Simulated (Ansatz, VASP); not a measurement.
Al in VASP and in Ansatz

```
CELL_PARAMETERS angstrom
4.01556 0.00000 0.00000
0.00000 -4.01556 0.00000
0.00000 0.00000 -4.01556
ATOMIC_POSITIONS crystal
Al 0.05738 0.62193 0.53826
Al 0.48087 0.95936 0.48725
Al 0.48087 0.45936 0.98725
Al 0.98087 0.95936 0.98725
```

Change from the starting cell: atom 1 moved 0.75 Å; relaxed back.

Alike in both runs: task relaxation of cell and atoms; functional PBEsol; k mesh 8 × 8 × 8; occupations gaussian, width 0.15 eV; no spin polarisation.

|  | VASP | Ansatz |
| --- | --- | --- |
| version | VASP 6.6.1 | Ansatz 0.2.0 |
| potentials or method | VASP PAW PBE potentials, release 64 (Al) | scalar-relativistic, plane waves, PAW |
| plane-wave cutoff (eV) | 600 | 420 |
| valence electrons in the cell | 12 | 12 |

|  | VASP | Ansatz | Ansatz less VASP |
| --- | --- | --- | --- |
| gap on the k mesh at the Fermi level, each at its own relaxed structure (eV) | none | none | - |
| relaxed volume (Å³/atom) | 16.27 | 16.24 | -0.028 |
| relaxed cell length with the largest relative difference (Å) | 4.023 | 4.020 | -0.0028 |
| energy change over the relaxation (meV/atom) | -448 | -445 | +2.4 |

A gap of «none» marks a metal or a gap that the smearing closes.

Caveats: the PAW data sets were made with another functional, which shifts forces and pressure a little (VASP). Zero-point motion and thermal expansion aren't in these numbers.
